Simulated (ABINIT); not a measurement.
## InP: equation of state with PBE+D3(BJ)

**The experiment to reproduce.**

A printed reference work, data compilation reports, for a bulk crystal of InP: bulk modulus 71 GPa.

Crystal: InP.

```
In P
1.0
     0.00000    2.93050    2.93050
     2.93050    0.00000    2.93050
     2.93050    2.93050    0.00000
In P
1 1
Cartesian
  0.0000 0.0000 0.0000
  4.3957 4.3957 4.3957
```

```
Program             : ABINIT 10.8.3 (patched build)
Task                : equation of state
Functional          : PBE
Dispersion          : D3(BJ)
Potentials or basis : JTH PAW PBE v2.0
Cutoff              : 544 eV
k mesh              : 8 × 8 × 8
Occupations         : fermi-dirac, width 0.05 eV
Spin                : no spin polarisation
```

```json
{"Equilibrium volume": "25.61 Å³/atom", "Bulk modulus": "65 GPa", "Pressure derivative of the bulk modulus": "4.7 (rough: it moves with the points fitted)"}
```

Energy against volume, from the lowest point:
```tsv
volume (Å³/atom)	energy (meV/atom)
23.657	34.87
24.160	18.40
24.663	7.58
25.167	1.68
25.670	0.00
26.173	2.46
26.677	8.39
```

It took 110 s on 1 thread of Arm Neoverse V1 (shared host), peak memory 0.16 GiB.

Against the measured bulk modulus of InP, 71 GPa (a printed reference work, data compilation), the calculated 65 GPa is off by -8.9 %. The fit is for a static lattice scaled at fixed shape and fixed fractional positions.

Caveat: the cutoff is too short for stress, so the log's stress isn't used; pressures at fixed basis lie under the slope of the energies.
